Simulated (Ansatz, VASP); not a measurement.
**SiC: VASP beside Ansatz**

```
CELL_PARAMETERS angstrom
3.09412 0.00000 0.00000
-1.54706 2.67959 0.00000
0.00000 0.00000 10.12934
ATOMIC_POSITIONS crystal
Si 0.66667 0.33333 0.93784
Si 0.33333 0.66667 0.43784
Si 0.00000 0.00000 0.68790
Si 0.00000 0.00000 0.18790
C 0.66667 0.33333 0.74981
C 0.33333 0.66667 0.24981
C 0.00000 0.00000 0.50045
C 0.00000 0.00000 0.00045
```

Alike in both runs: functional PBE; k mesh 12 × 12 × 4; occupations gaussian, width 0.02 eV; no spin polarisation.

Ansatz relaxed the structure, and its values are those at the end. VASP's run is a single point on that final structure, the one shown.

|  | VASP | Ansatz |
| --- | --- | --- |
| version | VASP 6.6.1 | Ansatz 0.2.0 |
| potentials or method | VASP PAW PBE potentials, release 64 (Si, C) | scalar-relativistic, plane waves, PAW |
| plane-wave cutoff (eV) | 520 | 420 |
| valence electrons in the cell | 32 | 32 |

```csv
,VASP,Ansatz,Ansatz less VASP
gap on the k mesh at the Fermi level (eV),2.22,2.22,+0.001
least direct gap on the mesh (eV),3.34,3.34,+0.002
pressure (GPa),0.0,0.0,+0.05
```

A k mesh can miss the band edges.
